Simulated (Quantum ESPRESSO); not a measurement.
Crystal: NaI.

```
I Na
1.0
     0.00000    3.23640    3.23640
     3.23640    0.00000    3.23640
     3.23640    3.23640    0.00000
I Na
1 1
Direct
  0.50000 0.50000 0.50000
  0.00000 0.00000 0.00000
```

* Program: Quantum ESPRESSO 7.5
* Task: relaxation of cell and atoms
* Functional: B86bPBE
* Potentials or basis: PseudoDojo 0.5 SR PBE standard
* Cutoff: 1225 eV
* Density cutoff: 4898 eV
* k mesh: 7 × 7 × 7
* Occupations: cold, width 0.1 eV
* Spin: no spin polarisation

At the start: pressure 0.6 GPa; volume 33.90 Å³/atom.

Task: How do energy, volume and symmetry change on relaxing?

Result: Over 3 steps the energy falls by 2.2 meV/atom and the volume is 35.09 Å³/atom (+3.5 %); space group Fm-3m (No. 225, to 0.05 Å).

Step by step:
```tsv
step	energy change (eV)	largest force (eV/Å)	pressure (GPa)	volume (Å³)
1	0.0000	0.0000	0.58	67.80
2	-0.0006	0.0000	0.54	67.98
3	-0.0045	0.0000	0.03	70.19
```

Final structure:
```
I Na
1.0
     0.00000    3.27402    3.27402
     3.27402    0.00000    3.27402
     3.27402    3.27402    0.00000
I Na
1 1
Cartesian
  3.2740 3.2740 3.2740
  0.0000 0.0000 0.0000
```

Caveat: the potentials were made for another functional, which shifts forces and pressure; this smearing can shift energies of a crystal with a gap.
